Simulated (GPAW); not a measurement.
# NiO (Fm-3m) in GPAW: settings compared

The runs below take NiO through band structure, equation of state, with vdW-DF-cx, revPBE+D3(BJ), SCAN+D3(BJ), LDA.

Everything below comes from runs of GPAW 26.7.0. Logs are shortened: lines on timing, memory, paths and dates and some standing lists are left out, and cuts for length are marked. The log counts tension as positive stress, the text compression.

**Measured values to compare with.**

“Local correlations, non-local screening, multiplets, and band formation in NiO”, 2012, arxiv:1210.6675 quotes, for a bulk crystal of NiO: band gap 4.3 eV.

The runs below are set against these values where they give the same quantity.

## Step 1: Starting point

Symmetry: Fm-3m, No. 225, cubic system. The conventional cell has a = 4.172 Å, b = 4.172 Å, c = 4.172 Å, α = 90.00°, β = 90.00°, γ = 90.00°. Around Ni (site symmetry m-3m) lie 6 O at 2.09 Å. O (site symmetry m-3m) is surrounded by 6 Ni at 2.09 Å.

## Step 2: Band structure, vdW-DF-cx, collinear spin, ferromagnetic start

Input file run.py:

```python
import spglib
from ase import Atoms
from ase.dft.bandgap import bandgap
from ase.io import read, write
from gpaw import GPAW, PW

atoms = read('NiO.cif')
cell, positions, numbers = spglib.find_primitive(
    (atoms.cell[:], atoms.get_scaled_positions(), atoms.numbers), symprec=1e-4)
atoms = Atoms(numbers, cell=cell, scaled_positions=positions, pbc=True)
atoms.set_initial_magnetic_moments([1.0, 0.0])

calc = GPAW(mode=PW(800),
            xc={'name': 'vdW-DF-cx', 'backend': 'libvdwxc'},
            kpts={'size': (8, 8, 8), 'gamma': True},
            occupations={'name': 'fermi-dirac', 'width': 0.05},
            nbands=22,
            convergence={'density': 1e-05, 'energy': 1e-05},
            maxiter=150,
            txt='gpaw.txt')
atoms.calc = calc
energy = atoms.get_potential_energy()
forces = atoms.get_forces()
calc.write('gs.gpw')
write('result.traj', atoms)
print(f'Energy: {energy:.6f} eV')
print('Forces (eV/A):')
print(forces.round(4))
print('Moments:', calc.get_magnetic_moments().round(3))
print('Fermi level:', round(calc.get_fermi_level(), 4), 'eV')
print(f'Gap: {bandgap(calc)[0]:.4f} eV, direct: {bandgap(calc, direct=True)[0]:.4f} eV')

path = atoms.cell.bandpath('GXWKGLUWLK,UX', npoints=100, eps=1e-4)
bs_calc = calc.fixed_density(kpts=path, symmetry='off', nbands=31,
                             convergence={'bands': 'CBM+6.0', 'eigenstates': 1e-6}, txt='bands.txt')
bs = bs_calc.band_structure()
bs.write('bs.json')
print(f'Gap on the path: {bandgap(bs_calc)[0]:.4f} eV')
```

Input file NiO.cif:

```cif
data_NiO
_cell_length_a 4.17180328
_cell_length_b 4.17180328
_cell_length_c 4.17180328
_cell_angle_alpha 90.00000000
_cell_angle_beta 90.00000000
_cell_angle_gamma 90.00000000
_space_group_name_H-M_alt 'Fm-3m'
_space_group_name_Hall '-F 4 2 3'
_space_group_IT_number 225
loop_
_space_group_symop_operation_xyz
'x,y,z'
'-x,-y,-z'
'-y,x,z'
'y,-x,-z'
'-x,-y,z'
'x,y,-z'
'y,-x,z'
'-y,x,-z'
'x,-y,-z'
'-x,y,z'
'-y,-x,-z'
'y,x,z'
'-x,y,-z'
'x,-y,z'
'y,x,-z'
'-y,-x,z'
'z,x,y'
'-z,-x,-y'
'z,-y,x'
'-z,y,-x'
'z,-x,-y'
'-z,x,y'
'z,y,-x'
'-z,-y,x'
'-z,x,-y'
'z,-x,y'
'-z,-y,-x'
'z,y,x'
'-z,-x,y'
'z,x,-y'
'-z,y,x'
'z,-y,-x'
'y,z,x'
'-y,-z,-x'
'x,z,-y'
'-x,-z,y'
'-y,z,-x'
'y,-z,x'
'-x,z,y'
'x,-z,-y'
'-y,-z,x'
'y,z,-x'
'-x,-z,-y'
'x,z,y'
'y,-z,-x'
'-y,z,x'
'x,-z,y'
'-x,z,-y'
'x,y+1/2,z+1/2'
'-x,-y+1/2,-z+1/2'
'-y,x+1/2,z+1/2'
'y,-x+1/2,-z+1/2'
[... 63 lines left out ...]
'-z+1/2,y,-x+1/2'
'z+1/2,-x,-y+1/2'
'-z+1/2,x,y+1/2'
'z+1/2,y,-x+1/2'
'-z+1/2,-y,x+1/2'
'-z+1/2,x,-y+1/2'
'z+1/2,-x,y+1/2'
'-z+1/2,-y,-x+1/2'
'z+1/2,y,x+1/2'
'-z+1/2,-x,y+1/2'
'z+1/2,x,-y+1/2'
'-z+1/2,y,x+1/2'
'z+1/2,-y,-x+1/2'
'y+1/2,z,x+1/2'
'-y+1/2,-z,-x+1/2'
'x+1/2,z,-y+1/2'
'-x+1/2,-z,y+1/2'
'-y+1/2,z,-x+1/2'
'y+1/2,-z,x+1/2'
'-x+1/2,z,y+1/2'
'x+1/2,-z,-y+1/2'
'-y+1/2,-z,x+1/2'
'y+1/2,z,-x+1/2'
'-x+1/2,-z,-y+1/2'
'x+1/2,z,y+1/2'
'y+1/2,-z,-x+1/2'
'-y+1/2,z,x+1/2'
'x+1/2,-z,y+1/2'
'-x+1/2,z,-y+1/2'
'x+1/2,y+1/2,z'
'-x+1/2,-y+1/2,-z'
'-y+1/2,x+1/2,z'
'y+1/2,-x+1/2,-z'
'-x+1/2,-y+1/2,z'
'x+1/2,y+1/2,-z'
'y+1/2,-x+1/2,z'
'-y+1/2,x+1/2,-z'
'x+1/2,-y+1/2,-z'
'-x+1/2,y+1/2,z'
'-y+1/2,-x+1/2,-z'
'y+1/2,x+1/2,z'
'-x+1/2,y+1/2,-z'
'x+1/2,-y+1/2,z'
'y+1/2,x+1/2,-z'
'-y+1/2,-x+1/2,z'
'z+1/2,x+1/2,y'
'-z+1/2,-x+1/2,-y'
'z+1/2,-y+1/2,x'
'-z+1/2,y+1/2,-x'
'z+1/2,-x+1/2,-y'
'-z+1/2,x+1/2,y'
'z+1/2,y+1/2,-x'
'-z+1/2,-y+1/2,x'
'-z+1/2,x+1/2,-y'
'z+1/2,-x+1/2,y'
'-z+1/2,-y+1/2,-x'
'z+1/2,y+1/2,x'
'-z+1/2,-x+1/2,y'
'z+1/2,x+1/2,-y'
'-z+1/2,y+1/2,x'
'z+1/2,-y+1/2,-x'
'y+1/2,z+1/2,x'
'-y+1/2,-z+1/2,-x'
'x+1/2,z+1/2,-y'
'-x+1/2,-z+1/2,y'
'-y+1/2,z+1/2,-x'
'y+1/2,-z+1/2,x'
'-x+1/2,z+1/2,y'
'x+1/2,-z+1/2,-y'
'-y+1/2,-z+1/2,x'
'y+1/2,z+1/2,-x'
'-x+1/2,-z+1/2,-y'
'x+1/2,z+1/2,y'
'y+1/2,-z+1/2,-x'
'-y+1/2,z+1/2,x'
'x+1/2,-z+1/2,y'
'-x+1/2,z+1/2,-y'
loop_
_atom_site_label
_atom_site_type_symbol
_atom_site_symmetry_multiplicity
_atom_site_Wyckoff_symbol
_atom_site_fract_x
_atom_site_fract_y
_atom_site_fract_z
_atom_site_occupancy
Ni1 Ni 4 a 0.0000000000 0.0000000000 0.0000000000 1
O1 O 4 b 0.5000000000 0.0000000000 0.0000000000 1
```

Potentials or basis: GPAW PAW data sets (gpaw-data 1.2.1), pw.

Run with:

```sh
OMP_NUM_THREADS=1 python run.py
```

gpaw.txt:

```text
__  _  _
 | _ |_)|_||  |
 |__||  | ||/\| - 26.7.0

Input parameters:
  mode=PW(ecut=800.0),
  convergence={'density': 1e-05, 'energy': 1e-05},
  kpts=MonkhorstPack(size=(8, 8, 8), gamma=True),
  maxiter=150,
  nbands=22,
  occupations=Occupations(name='fermi-dirac', width=0.05),
  xc=XC(name='vdW-DF-cx', backend='libvdwxc')

Diagonalizing LCAO Hamiltonian
Converting LCAO to pw mode

              O

       Ni

Atoms  # Å, Bohr magnetons
|   | symbol |        x |        y |        z |    initial magnetic moments |
|---|--------|----------|----------|----------|-----------------------------|
| 0 |     Ni | 0.000000 | 0.000000 | 0.000000 | ( 0.0000,  0.0000,  1.0000) |
| 1 |      O | 2.085902 | 2.085902 | 2.085902 | ( 0.0000,  0.0000,  0.0000) |

Unit cell  # Å
| periodic |        x |        y |        z |  lengths |    angles |
|----------|----------|----------|----------|----------|-----------|
|      yes | 0.000000 | 2.085902 | 2.085902 | 2.949910 | 60.000000 |
|      yes | 2.085902 | 0.000000 | 2.085902 | 2.949910 | 60.000000 |
|      yes | 2.085902 | 2.085902 | 0.000000 | 2.949910 | 60.000000 |

Number of symmetries: 48
Symmetry operations  # r_c * U_cc + t_c -> r_c
|    | kind |            matrix            |
|----|------|------------------------------|
|  0 |  σ   |  1, 0, 0,  1, 0,-1,  1,-1, 0 |
|  1 |  C2  |  1, 0, 0,  1,-1, 0,  1, 0,-1 |
|  2 |  E   |  1, 0, 0,  0, 1, 0,  0, 0, 1 |
|  3 |  σ   |  1, 0, 0,  0, 0, 1,  0, 1, 0 |
|  4 |  C4  |  1, 0,-1,  1, 0, 0,  1,-1, 0 |
|  5 |  S6  |  1, 0,-1,  1,-1, 0,  1, 0, 0 |
|  6 |  σ   |  1, 0,-1,  0, 1,-1,  0, 0,-1 |
|  7 |  C3  |  1, 0,-1,  0, 0,-1,  0, 1,-1 |
|  8 |  S6  |  1,-1, 0,  1, 0, 0,  1, 0,-1 |
|  9 |  C4  |  1,-1, 0,  1, 0,-1,  1, 0, 0 |
| 10 |  C3  |  1,-1, 0,  0,-1, 1,  0,-1, 0 |
| 11 |  σ   |  1,-1, 0,  0,-1, 0,  0,-1, 1 |
| 12 |  σ   |  0, 1, 0,  1, 0, 0,  0, 0, 1 |
| 13 |  C4  |  0, 1, 0,  0, 1,-1, -1, 1, 0 |
| 14 |  C3  |  0, 1, 0,  0, 0, 1,  1, 0, 0 |
| 15 |  S6  |  0, 1, 0, -1, 1, 0,  0, 1,-1 |
| 16 |  C2  |  0, 1,-1,  1, 0,-1,  0, 0,-1 |
| 17 |  σ   |  0, 1,-1,  0, 1, 0, -1, 1, 0 |
| 18 |  S4  |  0, 1,-1,  0, 0,-1,  1, 0,-1 |
| 19 |  C4  |  0, 1,-1, -1, 1, 0,  0, 1, 0 |
| 20 |  C3  |  0, 0, 1,  1, 0, 0,  0, 1, 0 |
| 21 |  σ   |  0, 0, 1,  0, 1, 0,  1, 0, 0 |
| 22 |  S6  |  0, 0, 1,  0,-1, 1, -1, 0, 1 |
| 23 |  C4  |  0, 0, 1, -1, 0, 1,  0,-1, 1 |
| 24 |  S4  |  0, 0,-1,  1, 0,-1,  0, 1,-1 |
| 25 |  C3  |  0, 0,-1,  0, 1,-1,  1, 0,-1 |
| 26 |  C2  |  0, 0,-1,  0,-1, 0, -1, 0, 0 |
| 27 |  S6  |  0, 0,-1, -1, 0, 0,  0,-1, 0 |
| 28 |  S4  |  0,-1, 1,  1,-1, 0,  0,-1, 0 |
| 29 |  C4  |  0,-1, 1,  0, 0, 1, -1, 0, 1 |
| 30 |  C2  |  0,-1, 1,  0,-1, 0,  1,-1, 0 |
| 31 |  σ   |  0,-1, 1, -1, 0, 1,  0, 0, 1 |
| 32 |  C3  |  0,-1, 0,  1,-1, 0,  0,-1, 1 |
| 33 |  S6  |  0,-1, 0,  0, 0,-1, -1, 0, 0 |
| 34 |  S4  |  0,-1, 0,  0,-1, 1,  1,-1, 0 |
| 35 |  C2  |  0,-1, 0, -1, 0, 0,  0, 0,-1 |
| 36 |  C2  | -1, 1, 0,  0, 1, 0,  0, 1,-1 |
| 37 |  S6  | -1, 1, 0,  0, 1,-1,  0, 1, 0 |
| 38 |  S4  | -1, 1, 0, -1, 0, 1, -1, 0, 0 |
| 39 |  C3  | -1, 1, 0, -1, 0, 0, -1, 0, 1 |
| 40 |  S6  | -1, 0, 1,  0, 0, 1,  0,-1, 1 |
| 41 |  C2  | -1, 0, 1,  0,-1, 1,  0, 0, 1 |
| 42 |  C3  | -1, 0, 1, -1, 1, 0, -1, 0, 0 |
| 43 |  S4  | -1, 0, 1, -1, 0, 0, -1, 1, 0 |
| 44 |  C2  | -1, 0, 0,  0, 0,-1,  0,-1, 0 |
| 45 |  i   | -1, 0, 0,  0,-1, 0,  0, 0,-1 |
| 46 |  σ   | -1, 0, 0, -1, 1, 0, -1, 0, 1 |
| 47 |  C2  | -1, 0, 0, -1, 0, 1, -1, 1, 0 |

BZ-sampling:
  Number of BZ points: 512
  Number of IBZ points: 29

  Monkhorst-Pack size: [8, 8, 8]
  Monkhorst-Pack shift: [0.0625, 0.0625, 0.0625]

K-points  # in reciprocal-cell coordinates
|     |                                coordinates |     weight |
|-----|--------------------------------------------|------------|
|   0 | (  0.00000000,   0.00000000,   0.00000000) | 0.00195312 |
|   1 | (  0.12500000,   0.12500000,   0.00000000) | 0.01171875 |
|   2 | (  0.12500000,   0.12500000,   0.12500000) | 0.01562500 |
|   3 | (  0.25000000,   0.12500000,   0.12500000) | 0.02343750 |
[... 73 lines left out ...]
    |------|--------|-------------|----------|
    |   2s |  2.000 |     -23.961 |    0.688 |
    |   2p |  4.000 |      -9.029 |    0.598 |
    |    s |        |       3.251 |    0.688 |
    |    p |        |      18.182 |    0.598 |
    |    d |        |       0.000 |    0.619 |

    Using partial waves for O as LCAO basis

Reference energy: -43408.850748  # eV

eigensolver:
  PPCG
  Converge bands: occupied
  niter=2

density mixing:
  MSR1-Mixer
  Pratt-step length: 0.05
  Maximum mixing coefficient: 0.75
  Old densities: 10
  SVD Regularization: 0.005
  Good broyden scale: 1.0
  Trust region scale: 1.0
  Backstep threshold: 4.0
  History deletion threshold: 6.0
  Fourier metric: weight=20.0, sigma=0.015

occupation numbers:
  Fermi-Dirac:
    width: 0.0500  # eV

poisson solver:
  ecut: 6400.0  # eV

xc functional:
  name: vdW-DF-cx with libvdwxc
  Mode: serial
  Semilocal: GGA_X_LV_RPW86+LDA_C_PW with 2 nearest neighbor stencil
  Local blocksize: 40 x 40 x 40
  PAW datasets: PBE

convergence criteria:
- Maximum integral of absolute [dens]ity change: 1e-05 electrons / valence electron
- Maximum [total energy] change in last 3 cyles: 1e-05 eV / valence electron
- Maximum integral of absolute [eigenst]ate change: 4e-08 eV^2 / valence electron
maximum number of iterations: 150

SCF iterations
|iter     | |      energy | eigst |  dens |  magmom |
|---------|-|-------------|-------|-------|---------|
|iter:   1| |    9.478903 | +0.13 |       |  +1.0004|
|iter:   2| |    9.582740 | -2.35 | -1.12 |  +0.9903|
|iter:   3| |    9.846100 | -2.27 | -1.16 |  +0.8496|
|iter:   4| |    9.786988 | -2.82 | -1.78 |  +0.8236|
|iter:   5| |    9.843059 | -3.52 | -1.67 |  +0.8134|
|iter:   6| |    9.838118 | -3.83 | -2.10 |  +0.7898|
|iter:   7| |    9.838023 | -5.98 | -2.81 |  +0.8026|
|iter:   8| |    9.837655 | -5.33 | -2.89 |  +0.8418|
|iter:   9| |    9.837160 | -5.40 | -2.95 |  +0.8854|
|iter:  10| |    9.835463 | -4.43 | -2.94 |  +1.0565|
|iter:  11| |    9.835645 | -5.19 | -2.92 |  +0.9853|
|iter:  12| |    9.835427c| -5.22 | -3.37 |  +1.0543|
|iter:  13| |    9.835459c| -5.42 | -3.24 |  +1.0030|
|iter:  14| |    9.835385c| -6.52 | -3.80 |  +1.0180|
|iter:  15| |    9.835398c| -7.77c| -4.33 |  +1.0144|
|iter:  16| |    9.835395c| -7.78c| -5.02c|  +1.0150|

Converged in 16 steps
Energy contributions relative to reference atoms: (reference = -43408.850748)

Energy contributions:
  Kinetic:          24.302128
  Coulomb:         -20.888304
  Zero:              0.262601
  External:          0.000000
  Xc:                6.165764
  Entropy:          -0.013587
  Spinorbit:         0.000000
  ----------------------------
  Free energy:       9.828602
  Extrapolated:      9.835395

dipole moment: (-8.331966, -8.331966, -8.331966)  # |e|*Ang

Total magnetic moment: (0.000000, 0.000000, 1.015014)

Local magnetic moments
|        x |        y |        z |
|----------|----------|----------|
| 0.000000 | 0.000000 | 0.866609 |  # Ni   0
| 0.000000 | 0.000000 | 0.107697 |  # O    1

Fermi level: 8.043
Eigenvalues  # (at kpt = [0.000, 0.000, 0.000])
| band index |      eig [eV] | occ [0-1] |      eig [eV] | occ [0-1] |
|------------|---------------|-----------|---------------|-----------|
|          0 |       -55.974 |     1.000 |       -54.966 |     1.000 |
|        ... |               |           |               |           |
|          4 |         4.729 |     1.000 |         5.001 |     1.000 |
|          5 |         4.729 |     1.000 |         5.001 |     1.000 |
|          6 |         4.729 |     1.000 |         5.001 |     1.000 |
|          7 |         5.632 |     1.000 |         6.228 |     1.000 |
|          8 |         5.632 |     1.000 |         6.228 |     1.000 |
|          9 |         5.690 |     1.000 |         6.228 |     1.000 |
|         10 |         5.690 |     1.000 |         6.976 |     1.000 |
|         11 |         5.690 |     1.000 |         6.976 |     1.000 |
|         12 |         9.507 |     0.000 |         9.708 |     0.000 |
|         13 |        25.699 |     0.000 |        25.674 |     0.000 |
|         14 |        26.864 |     0.000 |        27.030 |     0.000 |
|         15 |        26.864 |     0.000 |        27.030 |     0.000 |
|         16 |        26.864 |     0.000 |        27.030 |     0.000 |
|         17 |        30.104 |     0.000 |        30.378 |     0.000 |
|         18 |        30.104 |     0.000 |        30.378 |     0.000 |
|         19 |        30.104 |     0.000 |        30.378 |     0.000 |
|        ... |               |           |               |           |
|         21 |        33.769 |     0.000 |        34.137 |     0.000 |

No gap
No difference between direct/indirect transitions

Forces  # eV/Ang
|        x |        y |        z |
|----------|----------|----------|
| -0.00000 |  0.00000 |  0.00000 |  # Ni   0
|  0.00000 | -0.00000 | -0.00000 |  # O    1

# Writing to gs.gpw (mode='')
```

Wall time 57 s (1 thread of Arm Neoverse V2, shared host); peak memory 0.32 GiB.

Results:

- Free energy: 9.8286 eV
- Band gap along the path: none (metal or under the smearing width)
- Net moment: 1.02 μB per cell
- Site moments: Ni +0.87; O +0.11 μB

Levels at the corners of the path, in eV from the Fermi level:
Spin up:
| point | band 10 | band 11 | band 12 | band 13 |
| --- | --- | --- | --- | --- |
| Γ | -2.35 | -2.35 | -2.35 | 1.46 |
| X | -1.46 | -1.26 | -1.26 | 6.12 |
| W | -1.60 | -1.26 | -0.67 | 8.41 |
| K | -1.24 | -1.19 | -0.65 | 7.74 |
| Γ | -2.35 | -2.35 | -2.35 | 1.46 |
| L | -1.11 | 0.70 | 0.70 | 5.44 |
| U | -1.24 | -1.19 | -0.65 | 7.74 |
| W | -1.60 | -1.26 | -0.67 | 8.41 |
| L | -1.11 | 0.70 | 0.70 | 5.44 |
| K | -1.24 | -1.19 | -0.65 | 7.74 |
| U | -1.24 | -1.19 | -0.65 | 7.74 |
| X | -1.46 | -1.26 | -1.26 | 6.12 |
Spin down:
```csv
point,band 7,band 8,band 9,band 10,band 11,band 12,band 13
Γ,-3.04,-1.82,-1.82,-1.82,-1.07,-1.07,1.66
X,-4.36,-2.84,-0.66,-0.66,-0.64,-0.07,6.37
W,-5.64,-1.09,-1.09,-0.66,-0.21,0.56,8.72
K,-4.91,-1.69,-0.80,-0.61,0.07,0.56,7.99
Γ,-3.04,-1.82,-1.82,-1.82,-1.07,-1.07,1.66
L,-5.28,-0.91,-0.91,-0.55,1.79,1.79,5.55
U,-4.91,-1.69,-0.80,-0.61,0.07,0.56,7.99
W,-5.64,-1.09,-1.09,-0.66,-0.21,0.56,8.72
L,-5.28,-0.91,-0.91,-0.55,1.79,1.79,5.55
K,-4.91,-1.69,-0.80,-0.61,0.07,0.56,7.99
U,-4.91,-1.69,-0.80,-0.61,0.07,0.56,7.99
X,-4.36,-2.84,-0.66,-0.66,-0.64,-0.07,6.37
```

Caveat: the PAW data sets were made with another functional, which shifts forces and pressure a little; a cell with one magnetic atom can't hold antiferromagnetic order, which such compounds often take; semilocal functionals often make such compounds metallic where correlation or magnetic order opens a gap, which also shifts bond lengths.

[end of part 1 of 2]
